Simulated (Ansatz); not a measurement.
# Cold compression of Eu (dhcp type)

```yaml
crystal:
  lattice:
    - [3.89984, 0.00000, 0.00000]
    - [-1.94992, 3.37736, 0.00000]
    - [0.00000, 0.00000, 12.66273]
  atoms:
    - { symbol: Eu, position: [0.00000, 0.00000, 0.00000] }
    - { symbol: Eu, position: [0.00000, 0.00000, 0.50000] }
    - { symbol: Eu, position: [0.33333, 0.66667, 0.25000] }
    - { symbol: Eu, position: [0.66667, 0.33333, 0.75000] }
```

The cell comes from a relaxation on PAW files under the same functional, begun from a prototype that needn't be the stable phase.

Its volume is scaled, and at each volume shape and atoms are relaxed on PAW files; all methods then take that cell.

Computed with Ansatz 0.2.0; functional PBE, scalar-relativistic. Settings: a Γ-centred 10×10×3 k mesh, Fermi–Dirac smearing of 0.1 eV, spin-polarised from start moments Eu1 7, Eu2 7, Eu3 7, Eu4 7 μB. Methods: LAPW: all electrons, basis error target 1 meV/atom; PAW: frozen-core files, cutoff 420 eV.

Energies are extrapolated to zero smearing and count from the unscaled cell; pressure is positive in compression; gaps take the mesh and a band path. No temperature or zero-point motion is included.

The open f shell is treated without a Hubbard term, so these are results of the method, and the state needn't be the lowest. Spin–orbit coupling is left out, which matters for the heavy atoms.

| V/V0 | V (Å³/atom) | P LAPW (GPa) | ΔE LAPW (eV/atom) | P PAW − LAPW (GPa) | ΔE PAW − LAPW (meV/atom) | moment (μB/cell) | space group | shortest distance (Å) |
| --- | --- | --- | --- | --- | --- | --- | --- | --- |
| 1.00 | 41.70 | 0.07 | 0.000 | -0.07 | 0.0 | 29.97 | P6_3/mmc | 3.885 |
| 0.92 | 38.36 | 1.48 | 0.014 | -0.07 | -1.4 | 29.91 | P6_3/mmc | ? |
| 0.68 | 28.35 | 10.80 | 0.342 | -0.10 | -6.7 | 29.49 | P6_3/mmc | 3.416 |

Task: What belongs in the row "0.92", column "shortest distance (Å)"?

Result: 3.778.

Task: From the table, what is the rise of the enthalpy H = E + pV up to the last row, and how stiff is the crystal between the last two rows?

Result: ΔH = 0.342 eV + (10.80 GPa × 28.35 Å³ − 0.07 GPa × 41.70 Å³) × 0.006242 eV/(GPa·Å³) = 2.24 eV/atom, of which pV makes 85 %. The mean bulk modulus there is −ΔP/Δln V = 30.8 GPa.

Task: How do the Löwdin populations by LAPW change from the unscaled cell to the last row?

Result: Eu 5s 1.94 → 1.89, Eu 6s 0.73 → 0.53, Eu 5p 5.95 → 5.87, Eu 5d 1.54 → 1.98, Eu 4f 6.82 → 6.73 electrons an atom. These are projections on the shells that the free atoms fill; 0.10 e a cell lies outside them at the start and 0.04 e at the end.
